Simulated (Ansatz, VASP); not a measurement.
**One calculation of Al, two programs**

Contents of INCAR:

```
ALGO     = Normal         # electronic algorithm
EDIFF    = 1E-6           # SCF threshold, eV
ENCUT    = 520            # plane-wave cutoff, eV
GGA      = PS             # functional
ISIF     = 2              # what is computed and relaxed
ISMEAR   = -1             # smearing method
IVDW     = 13             # dispersion correction
LASPH    = True           # aspherical terms in the spheres
LCHARG   = False          # write CHGCAR
LREAL    = False          # projectors in reciprocal space
LWAVE    = False          # write WAVECAR
NBANDS   = 8              # bands
NELM     = 100            # most SCF steps
PREC     = Accurate       # precision mode
SIGMA    = 0.05           # smearing width, eV
```

The input KPOINTS:

```
k-points
0
Gamma
  11 11 11
```

The input POSCAR:

```
Al
1.0
    0.0000000000      2.0645171409      2.0645171409
    2.0645171409      0.0000000000      2.0645171409
    2.0645171409      2.0645171409      0.0000000000
Al
1
Direct
    0.0000000000      0.0000000000      0.0000000000
```

Contents of input.yaml:

```yaml
crystal:
  lattice:
    - [0.0, 2.0645171409, 2.0645171409]
    - [2.0645171409, 0.0, 2.0645171409]
    - [2.0645171409, 2.0645171409, 0.0]
  atoms:
    - { symbol: Al, position: [0.0, 0.0, 0.0] }
hamiltonian:
  xc: pbesol
  pseudopotentials: { kind: paw }
  dispersion: d4
kpoints:
  mp_grid: { grid: [11, 11, 11] }
scf:
  occupations: { method: fermi_dirac, width: 0.05 }
output:
  forces: true
  stress: true
  eigenvalues: true
  write_density: true
  write_potential: true
  elf: true
  volumetric_format: npy
```

Alike in both runs: task single point; functional PBEsol; dispersion D4; k mesh 11 × 11 × 11; occupations fermi-dirac, width 0.05 eV; no spin polarisation.

```csv
,VASP,Ansatz
version,VASP 6.6.1,Ansatz 0.2.0
potentials or method,"VASP PAW PBE potentials, release 64 (Al)",Ansatz PAW
plane-wave cutoff (eV),520,420
valence electrons in the cell,3,3
```

```csv
,VASP,Ansatz,Ansatz less VASP
gap on the k mesh at the Fermi level (eV),none,none,-
pressure (GPa),-7.3,-7.4,-0.04
dispersion energy (meV/atom),-188.1,-188.2,-0.14
```

A gap of «none» marks a metal or a gap that the smearing closes.

Caveats: pairwise dispersion overbinds metals, which lowers pressure and volume; the PAW data sets were made with another functional, which shifts forces and pressure a little (VASP); the PAW data sets come from PBE, with cores solved anew for the run's functional, which leaves a small shift of forces and pressure (Ansatz).
